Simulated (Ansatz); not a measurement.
**KTaO3 in Ansatz: the effect of functional**

The system is KTaO3.

```
Ta K O
1.0
     3.98830    0.00000    0.00000
     0.00000    3.98830    0.00000
     0.00000    0.00000    3.98830
Ta K O
1 1 3
Direct
  0.00000 0.00000 0.00000
  0.50000 0.50000 0.50000
  0.00000 0.00000 0.50000
  0.00000 0.50000 0.00000
  0.50000 0.00000 0.00000
```

Alike in all runs:

| Item | Value |
| --- | --- |
| Program | Ansatz 0.2.0 |
| Task | band structure |
| Potentials or basis | all-electron LAPW, scalar-relativistic |
| Cutoff | 432 eV |
| Basis error allowed | 0.002 eV/atom |
| k mesh | 7 × 7 × 7 |
| Occupations | fermi-dirac, width 0.05 eV |
| Spin | no spin polarisation |

Q: One run gave: gap on the mesh 2.14 eV; pressure -5.5 GPa. Which functional did it use?
A. PBE
B. PBEsol
C. LDA

A: C.

```tsv
functional	gap on the mesh (eV)	pressure (GPa)
PBEsol	2.20	-0.4
LDA	2.14	-5.5
PBE	2.29	5.5
```

Caveats: spin-orbit coupling is left out, which moves the levels of the heavy elements.

A k mesh can miss the band edges.

Not every run made on this cell is shown here.
